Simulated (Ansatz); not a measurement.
Level of theory: DFT PBE, scalar-relativistic, plane waves, PAW in Ansatz.

Cutoff 420 eV; k points 12×12×4 on the computed 8-atom cell (Γ-centred); Gaussian smearing, width 0.10 eV; no spin polarisation.

```yaml
crystal:
  lattice:
    - [5.02310, 0.00000, 0.00000]
    - [-2.51155, 4.35013, 0.00000]
    - [0.00000, 0.00000, 8.26795]
  atoms:
    - { symbol: Hf, position: [0.00000, 0.32082, 0.00000] }
    - { symbol: Hf, position: [0.32082, 0.00000, 0.00000] }
    - { symbol: Hf, position: [0.67918, 0.67918, 0.00000] }
    - { symbol: Hf, position: [0.00000, 0.67918, 0.50000] }
    - { symbol: Hf, position: [0.67918, 0.00000, 0.50000] }
    - { symbol: Hf, position: [0.32082, 0.32082, 0.50000] }
    - { symbol: Hf, position: [0.66667, 0.33333, 0.75000] }
    - { symbol: Hf, position: [0.33333, 0.66667, 0.25000] }
```

Q: Is this geometry at equilibrium? Which atom feels the largest force?

A: It isn't. Atom 5 (Hf) feels (0.46, 0.00, 0.00) eV/Å, 0.457 eV/Å in size, and symmetry-related atoms feel the same size.

Q: Give all forces and the stress.

A:
```csv
atom,Fx,Fy,Fz
Hf1,0.229,-0.396,0.000
Hf2,-0.457,0.000,0.000
Hf3,0.229,0.396,0.000
Hf4,-0.229,0.396,0.000
Hf5,0.457,0.000,0.000
Hf6,-0.229,-0.396,0.000
Hf7,0.000,0.000,0.000
Hf8,0.000,0.000,0.000
```
Stress (GPa, compression positive):
```
20.63  0.00  0.00
 0.00 20.63  0.00
 0.00  0.00 18.50
```

Spin–orbit coupling is left out, which can shift energies with elements as heavy as these.

This form isn't the element's structure at ambient conditions.

Cost: 1 run of about 3 core-minutes, on Intel Xeon Processor @ 2.70GHz (shared hosts).